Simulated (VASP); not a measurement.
Consider the following.

```
CELL_PARAMETERS angstrom
      4.40843     0.00000     0.00000
      0.00000     4.40843     0.00000
      0.00000     0.00000     4.40843
ATOMIC_POSITIONS crystal
  Cs 0.00000 0.00000 0.00000
  I  0.50000 0.50000 0.50000
```

Method: LDA (Ceperley-Alder, Perdew-Zunger), VASP's LDA PAW potentials (set 64) (plane waves; VASP). Numerical set-up: 400 eV cut-off, 6×6×6 Γ-centred mesh, Gaussian smearing of 0.010 eV, potentials Cs_sv I.

### Question
Give the electronic dielectric tensor ε∞ (DFPT, local fields included).

### Answer

```
3.71  0.00  0.00
0.00  3.71  0.00
0.00  0.00  3.71
```

### Question
Give the Born effective charges.

### Answer

```json
[
 {"atom": "Cs1", "Z*xx": "1.32", "Z*yy": "1.32", "Z*zz": "1.32", "mean": "1.32"},
 {"atom": "I2", "Z*xx": "-1.32", "Z*yy": "-1.32", "Z*zz": "-1.32", "mean": "-1.32"}
]
```

### Question
And the static tensor with the ions free?

### Answer

```
6.99  0.00  0.00
0.00  6.99  0.00
0.00  0.00  6.99
```

### Question
Which frequencies do the optical Γ-point modes have (no LO-TO splitting)?

### Answer
68 (×3) cm⁻¹.

The compound is CsI in the CsCl type structure. It was relaxed first, which changed the volume by -10 %.
